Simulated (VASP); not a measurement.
# InP (F-43m) in VASP: a series of runs

One crystal, InP, is run at these levels: r2SCAN; tasks: relaxation of cell and atoms.

Program: VASP 6.6.1. These are calculated values, not measurements. Logs are shortened: lines on timing, memory, paths and dates and some standing lists are left out, and cuts for length are marked.

**1. The crystal as given**

Symmetry: F-43m, No. 216, cubic system. The conventional cell has a = 5.904 Å, b = 5.904 Å, c = 5.904 Å, α = 90.00°, β = 90.00°, γ = 90.00°. In (site symmetry -43m) has 4 P at 2.56 Å as nearest neighbours. P (site symmetry -43m) is surrounded by 4 In at 2.56 Å.

The cell is a database's computed one.

**2. Relaxation of cell and atoms, r2SCAN**

INCAR

```
ALGO     = Normal         # electronic algorithm
EDIFF    = 1E-6           # SCF threshold, eV
EDIFFG   = -0.005         # ionic threshold
ENCUT    = 600            # plane-wave cutoff, eV
IBRION   = 2              # ionic algorithm
ISIF     = 3              # what is computed and relaxed
ISMEAR   = 0              # smearing method
KPAR     = 2            
LASPH    = T              # aspherical terms in the spheres
LCHARG   = F              # write CHGCAR
LMIXTAU  = T            
LREAL    = F              # projectors in reciprocal space
LWAVE    = F              # write WAVECAR
METAGGA  = R2SCAN         # meta-GGA
NELM     = 120            # most SCF steps
NSW      = 80             # ionic steps
PREC     = Accurate       # precision mode
SIGMA    = 0.02           # smearing width, eV
```

KPOINTS

```
k-points
0
Gamma
  9 9 9
```

POSCAR

```
InP
1.0
    0.0000000000      2.9519764000      2.9519764000
    2.9519764000      0.0000000000      2.9519764000
    2.9519764000      2.9519764000      0.0000000000
In P
1 1
Direct
    0.0000000000      0.0000000000      0.0000000000
    0.7500000000      0.7500000000      0.7500000000
```

Potentials or basis: VASP PAW PBE potentials, release 64 (In_d, P).

Run with:

```bash
cat potpaw_PBE.64/In_d/POTCAR potpaw_PBE.64/P/POTCAR > POTCAR
mpirun -np 2 vasp_std > vasp.out
```

OUTCAR:

```text
EDIFF = 1E-6
   EDIFFG = -0.005
   ENCUT = 600
   IBRION = 2
   ISIF = 3
   ISMEAR = 0
   LASPH = T
   LREAL = F
   METAGGA = R2SCAN
   NELM = 120
   NSW = 80
   PREC = Accurate

 ion  position               nearest neighbor table
   1  0.000  0.000  0.000-   2 2.56   2 2.56   2 2.56   2 2.56
   2  0.750  0.750  0.750-   1 2.56   1 2.56   1 2.56   1 2.56

  LATTYP: Found a face centered cubic cell.
 ALAT       =     5.9039528000

  Lattice vectors:

 A1 = (   0.0000000000,   2.9519764000,   2.9519764000)
 A2 = (   2.9519764000,   0.0000000000,   2.9519764000)
 A3 = (   2.9519764000,   2.9519764000,   0.0000000000)

Analysis of symmetry for initial positions (statically):
=====================================================================
 Subroutine PRICEL returns:
 Original cell was already a primitive cell.

 Routine SETGRP: Setting up the symmetry group for a
 face centered cubic supercell.

 Subroutine GETGRP returns: Found 24 space group operations
 (whereof 24 operations were pure point group operations)
 out of a pool of 48 trial point group operations.

The static configuration has the point symmetry T_d .

Analysis of symmetry for dynamics (positions and initial velocities):
=====================================================================
 Subroutine PRICEL returns:
 Original cell was already a primitive cell.

 Routine SETGRP: Setting up the symmetry group for a
 face centered cubic supercell.

 Subroutine GETGRP returns: Found 24 space group operations
 (whereof 24 operations were pure point group operations)
 out of a pool of 48 trial point group operations.

The dynamic configuration has the point symmetry T_d .

 Subroutine INISYM returns: Found 24 space group operations
 (whereof 24 operations are pure point group operations),
 and found     1 'primitive' translations

----------------------------------------------------------------------------------------

                                     Primitive cell

  volume of cell :      51.4480

  direct lattice vectors                    reciprocal lattice vectors
     0.000000000  2.951976400  2.951976400    -0.169378048  0.169378048  0.169378048
     2.951976400  0.000000000  2.951976400     0.169378048 -0.169378048  0.169378048
     2.951976400  2.951976400  0.000000000     0.169378048  0.169378048 -0.169378048

  length of vectors
     4.174725061  4.174725061  4.174725061     0.293371385  0.293371385  0.293371385

  position of ions in fractional coordinates (direct lattice)
     0.000000000  0.000000000  0.000000000
     0.750000000  0.750000000  0.750000000
[... 148 lines left out ...]

 POSITION                                       TOTAL-FORCE (eV/Angst)
 -----------------------------------------------------------------------------------
      0.00000      0.00000      0.00000         0.000000      0.000000      0.000000
      4.42796      4.42796      4.42796        -0.000000     -0.000000     -0.000000
 -----------------------------------------------------------------------------------
    total drift:                                0.000003      0.000003      0.000003

  FREE ENERGIE OF THE ION-ELECTRON SYSTEM (eV)
  ---------------------------------------------------
  free  energy   TOTEN  =       -32.2993428348 eV

  energy  without entropy=      -32.2993428347  energy(sigma->0) =      -32.29934283

--------------------------------------- Ionic step        2  -------------------------------------------

 number of electron      17.9999998 magnetization

 Free energy of the ion-electron system (eV)
  ---------------------------------------------------
  ext. energy  EPLUGINS =         0.00000000
  ---------------------------------------------------
  free energy    TOTEN  =       -32.29934043 eV

  energy without entropy =      -32.29934043  energy(sigma->0) =      -32.29934043

 E-fermi :   4.8429     XC(G=0):  -9.7749

 val. band max:        4.7630461855   @ k =   0.0000   0.0000   0.0000
 cond. band min:       5.7981362411   @ k =   0.0000   0.0000   0.0000
 fundamental gap:      1.0350900556
 Fermi energy:         4.8428984697

 k-point     1 :       0.0000    0.0000    0.0000
  band No.  band energies     occupation
      1      -9.8504      2.00000
      2      -9.8504      2.00000
      3      -9.8504      2.00000
      4      -9.6834      2.00000
      5      -9.6834      2.00000
      6      -7.0781      2.00000
      7       4.7630      2.00000
      8       4.7630      2.00000
      9       4.7630      2.00000
     10       5.7981      0.00000
     11       9.2031      0.00000
     12       9.2031      0.00000
     13       9.2031      0.00000
[... 354 lines left out ...]
  band No.  band energies     occupation
      1     -10.0364      2.00000
      2      -9.7491      2.00000
      3      -9.7491      2.00000
      4      -9.7304      2.00000
      5      -9.6496      2.00000
      6      -4.8279      2.00000
      7      -0.8318      2.00000
      8       2.4801      2.00000
      9       2.4801      2.00000
     10       6.8324      0.00000
     11       7.3931      0.00000
     12      14.2301      0.00000
     13      14.4941      0.00000

 [... further k-points ...]

------------------------ aborting loop because EDIFF is reached ----------------------------------------

  FORCE on cell =-STRESS in cart. coord.  units (eV):
  Direction    XX          YY          ZZ          XY          YZ          ZX
  --------------------------------------------------------------------------------------
  -------------------------------------------------------------------------------------
  Total        0.0015913      0.0015913      0.0015913      0.0000000      0.0000000     -0.0000000
  in kB        0.0495064      0.0495064      0.0495064      0.0000000      0.0000000     -0.0000000
  external PRESSURE =       0.0495064 kB  Pullay stress =       0.0000000 kB

 VOLUME and BASIS-vectors are now :
 -----------------------------------------------------------------------------
  energy-cutoff  :      600.00
  volume of cell :       51.50
      direct lattice vectors                 reciprocal lattice vectors
     0.000000000  2.952927892  2.952927892    -0.169323471  0.169323471  0.169323471
     2.952927892 -0.000000000  2.952927892     0.169323471 -0.169323471  0.169323471
     2.952927892  2.952927892  0.000000000     0.169323471  0.169323471 -0.169323471

 POSITION                                       TOTAL-FORCE (eV/Angst)
 -----------------------------------------------------------------------------------
      0.00000      0.00000      0.00000         0.000000      0.000000      0.000000
      4.42939      4.42939      4.42939        -0.000000     -0.000000     -0.000000
 -----------------------------------------------------------------------------------
    total drift:                                0.000003      0.000003      0.000003

  FREE ENERGIE OF THE ION-ELECTRON SYSTEM (eV)
  ---------------------------------------------------
  free  energy   TOTEN  =       -32.2993404301 eV

  energy  without entropy=      -32.2993404301  energy(sigma->0) =      -32.29934043

 reached required accuracy - stopping structural energy minimisation
```

OSZICAR:

```text
N       E                     dE             d eps       ncg     rms          rms(c)
DAV:   1     0.924436675330E+02    0.92444E+02   -0.95890E+03   910   0.172E+03
DAV:   2    -0.268077961044E+02   -0.11925E+03   -0.11598E+03   945   0.360E+02
DAV:   3    -0.356461046956E+02   -0.88383E+01   -0.87598E+01  1203   0.982E+01
[... 19 lines left out ...]
DAV:   1    -0.322994847035E+02   -0.14178E-03   -0.37604E-03  1155   0.139E+00    0.891E-02
DAV:   2    -0.322993605104E+02    0.12419E-03   -0.27207E-04  1190   0.432E-01    0.280E-02
DAV:   3    -0.322993412242E+02    0.19286E-04   -0.48740E-05  1095   0.181E-01    0.143E-02
DAV:   4    -0.322993409396E+02    0.28463E-06   -0.10210E-05   935   0.376E-02    0.149E-02
DAV:   5    -0.322993404301E+02    0.50954E-06   -0.19561E-06   921   0.149E-02
   2 F= -.32299340E+02 E0= -.32299340E+02  d E =0.240469E-05
```

Run time: 1.7 min. Hardware: 2 MPI ranks of Intel Xeon Platinum 8488C (Sapphire Rapids), shared host; peak memory 0.24 GiB.

Results:

* Free energy: -32.2993 eV
* Relaxed volume: 25.75 Å³/atom
* Relaxed cell: a = 4.176 Å, b = 4.176 Å, c = 4.176 Å, α = 60.00°, β = 60.00°, γ = 60.00°
* Space group after relaxing (to 0.05 Å): F-43m (No. 216)
* Energy gained by relaxing: 0.0 meV/atom
* Ionic steps: 2
* Pressure after relaxing: 0.0 GPa
* Band gap on the k mesh: 1.04 eV, direct

Final structure:
```
In P
1.0
     0.00000    2.95293    2.95293
     2.95293    0.00000    2.95293
     2.95293    2.95293    0.00000
In P
1 1
Direct
  0.00000 0.00000 0.00000
  0.75000 0.75000 0.75000
```

Caveat: the PAW data sets were made with another functional, which shifts forces and pressure a little; spin-orbit coupling is left out, which moves the levels of the heavy elements.

**3. Relaxation of cell and atoms, r2SCAN**

INCAR is that of step 2.

KPOINTS is that of step 2.

POSCAR

```
InP                                     
1.0
    0.0000000000      2.9529278917      2.9529278917
    2.9529278917     -0.0000000000      2.9529278917
    2.9529278917      2.9529278917      0.0000000000
  In              P             
     1     1
Direct
     0.0000000000000000    0.0000000000000000    0.0000000000000000
     0.7500000000000000    0.7500000000000000    0.7500000000000000
```

Potentials or basis: VASP PAW PBE potentials, release 64 (In_d, P).

Run with:

```bash
cat potpaw_PBE.64/In_d/POTCAR potpaw_PBE.64/P/POTCAR > POTCAR
mpirun -np 2 vasp_std > vasp.out
```

Wall time 7.6 min (2 MPI ranks of Intel Xeon Platinum 8488C (Sapphire Rapids), shared host); peak memory 0.24 GiB.

Results (log left out):

```
Free energy                            : -32.2994 eV
Relaxed volume                         : 25.73 Å³/atom
Relaxed cell                           : a = 4.175 Å, b = 4.175 Å, c = 4.175 Å, α = 60.00°, β = 60.00°, γ = 60.00°
Space group after relaxing (to 0.05 Å) : F-43m (No. 216)
Energy gained by relaxing              : 0.0 meV/atom
Ionic steps                            : 20
Pressure after relaxing                : 0.0 GPa
Band gap on the k mesh                 : 1.04 eV, direct
```

Final structure:
```
In P
1.0
     0.00000    2.95228    2.95228
     2.95228    0.00000    2.95228
     2.95228    2.95228    0.00000
In P
1 1
Cartesian
  0.0000 0.0000 0.0000
  4.4284 4.4284 4.4284
```

Levels at points of the mesh, in eV from the valence-band top:
```
           k point  band 6  band 7  band 8  band 9  band 10  band 11  band 12  band 13
(0.00, 0.00, 0.00)  -11.85    0.00    0.00    0.00     1.04     4.44     4.44     4.44
```

Caveat: the PAW data sets were made with another functional, which shifts forces and pressure a little; spin-orbit coupling is left out, which moves the levels of the heavy elements. r2SCAN opens gaps a little over a GGA but as a rule still falls short of measured ones.
